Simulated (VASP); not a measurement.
CdTe (strained zincblende): a PBE single-point calculation in VASP

INCAR

```
LCHARG = .FALSE.
GGA = PE
IBRION = -1
ISIF = 2
NSW = 0
LASPH = .TRUE.
ISMEAR = -1
EDIFF = 1E-7
NELM = 120
PREC = Accurate
SIGMA = 0.02
ENCUT = 520
NBANDS = 16
LWAVE = .FALSE.
LREAL = .FALSE.
```

KPOINTS

```
KPOINTS created by Atomic Simulation Environment
0
Gamma
6 6 6
0 0 0
```

KPOINTS_OPT

```
special points
6
Reciprocal
0.0000000000 0.0000000000 0.0000000000 1
-0.5000000000 -0.5000000000 0.0000000000 1
-0.3750000000 -0.3750000000 0.2500000000 1
-0.3750000000 0.0000000000 0.3750000000 1
0.0000000000 0.0000000000 0.5000000000 1
-0.5000000000 -0.2500000000 0.2500000000 1
```

POSCAR

```
Cd Te
 1.0000000000000000
     0.0000000000000000    3.2799551162000000    3.3455542184999998
     3.2799551162000000    0.0000000000000000    3.3455542184999998
     3.2799551162000000    3.2799551162000000    0.0000000000000000
 Cd  Te
   1   1
Cartesian
  0.0000000000000000  0.0000000000000000  0.0000000000000000
  1.6399775581000000  1.6399775581000000  1.6727771092499999
```

VASP ran with the recommended PBE PAW datasets (18 valence electrons in the cell).

Command

```
mpirun -np 1 vasp_std
```

OSZICAR

```
N       E                     dE             d eps       ncg     rms          rms(c)
DAV:   1     0.102454567968E+03    0.10245E+03   -0.82613E+03   960   0.971E+02
DAV:   2    -0.121390888810E+01   -0.10367E+03   -0.99112E+02  1160   0.235E+02
DAV:   3    -0.500401343285E+01   -0.37901E+01   -0.37836E+01  1200   0.470E+01
DAV:   4    -0.504109035850E+01   -0.37077E-01   -0.37075E-01  1472   0.405E+00
DAV:   5    -0.504119940545E+01   -0.10905E-03   -0.10905E-03  1264   0.195E-01    0.499E+00
DAV:   6    -0.481920384554E+01    0.22200E+00   -0.37609E-01  1120   0.702E+00    0.418E+00
DAV:   7    -0.480389486865E+01    0.15309E-01   -0.10252E-01  1112   0.204E+00    0.164E+00
DAV:   8    -0.480487921475E+01   -0.98435E-03   -0.10005E-02  1104   0.111E+00    0.449E-01
DAV:   9    -0.480523644948E+01   -0.35723E-03   -0.97341E-04  1128   0.311E-01    0.983E-02
DAV:  10    -0.480529488368E+01   -0.58434E-04   -0.10982E-04  1264   0.100E-01    0.554E-02
DAV:  11    -0.480533745976E+01   -0.42576E-04   -0.82860E-05  1120   0.539E-02    0.376E-02
DAV:  12    -0.480533652846E+01    0.93131E-06   -0.32043E-06  1208   0.131E-02    0.218E-02
DAV:  13    -0.480533635514E+01    0.17331E-06   -0.71587E-07  1240   0.385E-03    0.122E-02
DAV:  14    -0.480533646702E+01   -0.11188E-06   -0.75633E-07  1184   0.468E-03    0.647E-03
DAV:  15    -0.480533650048E+01   -0.33463E-07   -0.58144E-08  1032   0.203E-03
   1 F= -.48053365E+01 E0= -.48053365E+01  d E =-.434067E-08
       N       E                     dE             ncg
DAV:   1     0.109340664505E+04   -0.25909E+04      192
DAV:   2     0.490870757029E+03   -0.60254E+03      232
DAV:   3     0.470053405691E+03   -0.20817E+02      240
DAV:   4     0.469854766059E+03   -0.19864E+00      312
DAV:   5     0.469854306715E+03   -0.45934E-03      240
DAV:   6     0.469854296660E+03   -0.10055E-04      312
DAV:   7     0.469854296497E+03   -0.16331E-06      224
DAV:   8     0.469854296492E+03   -0.51423E-08      224
```

From OUTCAR

```
k-points           NKPTS =     30   k-points in BZ     NKDIM =     30   number of bands    NBANDS=     16

   NELECT =      18.0000    total number of electrons

   dimension x,y,z NGX =    36 NGY =   36 NGZ =   36
   dimension x,y,z NGXF=    72 NGYF=   72 NGZF=   72

  energy-cutoff  :      520.00
  volume of cell :       71.98
      direct lattice vectors                 reciprocal lattice vectors
     0.000000000  3.279955116  3.345554218    -0.152441110  0.152441110  0.149452069
     3.279955116  0.000000000  3.345554218     0.152441110 -0.152441110  0.149452069
     3.279955116  3.279955116  0.000000000     0.152441110  0.152441110 -0.149452069

 k-points in reciprocal lattice and weights: KPOINTS created by Atomic Simulation Env
   0.00000000  0.00000000  0.00000000       0.005
   0.16666667  0.00000000  0.00000000       0.037
   0.33333333  0.00000000  0.00000000       0.037
   0.50000000 -0.00000000  0.00000000       0.019
   0.16666667  0.16666667  0.00000000       0.009
   0.33333333  0.16666667  0.00000000       0.037
   0.50000000  0.16666667  0.00000000       0.037
  -0.33333333  0.16666667  0.00000000       0.037
   ...

 E-fermi :   2.1745

 k-point     1 :       0.0000    0.0000    0.0000
  band No.  band energies     occupation
      1      -9.0094      2.00000
      2      -6.2590      2.00000
      3      -6.2541      2.00000
      4      -6.2541      2.00000
      5      -6.0359      2.00000
      6      -6.0343      2.00000
      7       1.8145      2.00000
      8       1.8785      2.00000
      9       1.8785      2.00000
     10       2.4565      0.00000
     11       6.4904      0.00000
     12       6.4904      0.00000
     13       6.4973      0.00000
     14       9.2420      0.00000
     15      10.9734      0.00000
     16      11.2469      0.00000

 k-point     2 :       0.1667    0.0000    0.0000
  band No.  band energies     occupation
      1      -8.9222      2.00000
      2      -6.2418      2.00000
      3      -6.2383      2.00000
      4      -6.1781      2.00000
      5      -6.0361      2.00000
      6      -6.0357      2.00000
      7       0.1881      2.00000
      8       1.6264      2.00000
      9       1.6832      2.00000
     10       3.5760      0.00000
     11       6.5469      0.00000
     12       6.8093      0.00000
     13       6.8120      0.00000
     14      10.1554      0.00000
     15      10.2987      0.00000
     16      10.3766      0.00000

 k-point     3 :       0.3333    0.0000    0.0000
  band No.  band energies     occupation
      1      -8.7485      2.00000
      2      -6.2149      2.00000
      3      -6.2108      2.00000
      4      -6.0336      2.00000
      5      -6.0318      2.00000
      6      -5.9307      2.00000
      7      -1.5067      2.00000
      8       1.2716      2.00000
      9       1.3523      2.00000
     10       3.7101      0.00000
     11       7.0422      0.00000
     12       7.1264      0.00000
     13       7.9709      0.00000
     14       9.9225      0.00000
     15      10.6693      0.00000
     16      10.6873      0.00000

 k-point     4 :       0.5000   -0.0000    0.0000
  band No.  band energies     occupation
      1      -8.6637      2.00000
      2      -6.2045      2.00000
      3      -6.1998      2.00000
      4      -6.0293      2.00000
      5      -6.0256      2.00000
      6      -5.7259      2.00000
      7      -2.2586      2.00000
      8       1.1164      2.00000
      9       1.2077      2.00000
     10       3.6142      0.00000
     11       7.0114      0.00000
     12       7.1162      0.00000
     13       8.8789      0.00000
     14      10.3117      0.00000
     15      11.9707      0.00000
     16      12.0790      0.00000

 k-point     5 :       0.1667    0.1667    0.0000
  band No.  band energies     occupation
      1      -8.8956      2.00000
      2      -6.2225      2.00000
      3      -6.2225      2.00000
      4      -6.1789      2.00000
      5      -6.0439      2.00000
      6      -6.0284      2.00000
      7       0.1203      2.00000
      8       1.3503      2.00000
      9       1.3503      2.00000
     10       4.1585      0.00000
     11       5.6753      0.00000
     12       7.3695      0.00000
     13       7.3695      0.00000
     14       8.9632      0.00000
     15      10.8445      0.00000
     16      11.4750      0.00000

 k-point     6 :       0.3333    0.1667    0.0000
  band No.  band energies     occupation
      1      -8.7526      2.00000
      2      -6.2027      2.00000
      3      -6.1918      2.00000
      4      -6.0681      2.00000
      5      -6.0243      2.00000
      6      -5.9651      2.00000
      7      -1.1269      2.00000
      8       0.8359      2.00000
      9       0.9907      2.00000
     10       4.6229      0.00000
     11       5.9534      0.00000
     12       7.5467      0.00000
     13       7.9408      0.00000
     14       9.5936      0.00000
     15      11.5340      0.00000
     16      11.5413      0.00000

 k-point     7 :       0.5000    0.1667    0.0000
  band No.  band energies     occupation
      1      -8.6394      2.00000
      2      -6.1914      2.00000
      3      -6.1785      2.00000
      4      -6.0449      2.00000
      5      -6.0265      2.00000
      6      -5.7067      2.00000
      7      -2.0818      2.00000
      8       0.3204      2.00000
      9       0.9223      2.00000
     10       4.5737      0.00000
     11       6.5605      0.00000
     12       7.8086      0.00000
     13       8.3994      0.00000
     14      10.5490      0.00000
     15      11.6827      0.00000
     16      12.0797      0.00000

 k-point     8 :      -0.3333    0.1667    0.0000
  band No.  band energies     occupation
      1      -8.6650      2.00000
      2      -6.1928      2.00000
      3      -6.1905      2.00000
      4      -6.0388      2.00000
      5      -6.0356      2.00000
      6      -5.7674      2.00000
      7      -1.8510      2.00000
      8       0.1972      2.00000
      9       1.1895      2.00000
     10       4.5947      0.00000
     11       6.8275      0.00000
     12       7.5003      0.00000
     13       8.0429      0.00000
     14      10.2992      0.00000
     15      10.9458      0.00000
     16      12.1069      0.00000

 k-point     9 :      -0.1667    0.1667    0.0000
  band No.  band energies     occupation
      1      -8.8053      2.00000
      2      -6.2205      2.00000
      3      -6.2121      2.00000
      4      -6.0699      2.00000
      5      -6.0431      2.00000
      6      -6.0033      2.00000
      7      -0.7366      2.00000
      8       0.7007      2.00000
      9       1.5835      2.00000
     10       4.3688      0.00000
     11       6.4746      0.00000
     12       7.0335      0.00000
     13       7.3943      0.00000
     14       9.6373      0.00000
     15      10.7807      0.00000
     16      11.4466      0.00000

 k-point    10 :       0.3333    0.3333    0.0000
  band No.  band energies     occupation
      1      -8.6712      2.00000
      2      -6.1547      2.00000
      3      -6.1547      2.00000
      4      -6.1009      2.00000
      5      -6.0164      2.00000
      6      -5.8672      2.00000
      7      -1.5033      2.00000
      8       0.5577      2.00000
      9       0.5577      2.00000
     10       4.7087      0.00000
     11       5.0309      0.00000
     12       8.9889      0.00000
     13       9.2129      0.00000
     14       9.2129      0.00000
     15      12.1005      0.00000
     16      13.5023      0.00000

 k-point    11 :       0.5000    0.3333    0.0000
  band No.  band energies     occupation
      1      -8.5894      2.00000
      2      -6.1526      2.00000
      3      -6.1372      2.00000
      4      -6.0843      2.00000
      5      -6.0177      2.00000
      6      -5.6573      2.00000
      7      -2.0437      2.00000
      8      -0.0696      2.00000
      9       0.4413      2.00000
     10       4.7816      0.00000
     11       5.6251      0.00000
     12       8.6918      0.00000
     13       9.4327      0.00000
     14      10.6389      0.00000
     15      12.4078      0.00000
     16      13.0235      0.00000

 k-point    12 :      -0.3333    0.3333    0.0000
  band No.  band energies     occupation
      1      -8.5874      2.00000
      2      -6.1704      2.00000
      3      -6.1530      2.00000
      4      -6.0544      2.00000
      5      -6.0319      2.00000
      6      -5.5999      2.00000
      7      -2.0439      2.00000
      8      -0.5301      2.00000
      9       0.7222      2.00000
     10       4.9575      0.00000
     11       6.8926      0.00000
     12       8.6198      0.00000
     13       8.6703      0.00000
     14       9.3349      0.00000
     15      10.8271      0.00000
     16      13.7239      0.00000

 ...

  Total        0.2087092      0.2087092      0.0584397      0.0000000     -0.0000000      0.0000000
  in kB        4.6453495      4.6453495      1.3007221      0.0000000     -0.0000000      0.0000000
  external PRESSURE =       3.5304737 kB  Pullay stress =       0.0000000 kB

 POSITION                                       TOTAL-FORCE (eV/Angst)
 -----------------------------------------------------------------------------------
      0.00000      0.00000      0.00000         0.000000      0.000000      0.000000
      1.63998      1.63998      1.67278        -0.000000     -0.000000     -0.000000
 -----------------------------------------------------------------------------------
    total drift:                               -0.000000     -0.000000     -0.000001

  FREE ENERGIE OF THE ION-ELECTRON SYSTEM (eV)
  ---------------------------------------------------
  free  energy   TOTEN  =        -4.8053365005 eV

  energy  without entropy=       -4.8053364961  energy(sigma->0) =       -4.80533650
```

The gap between bands v and c is 0.58 eV and the least direct gap is 0.58 eV. The pressure is 0.4 GPa.

Band v is the last that the valence electrons fill when counted band by band, and c is the next.

The run took about 38 s on one core of a shared host (Intel Xeon Platinum 8488C) and held 0.23 GiB at most.
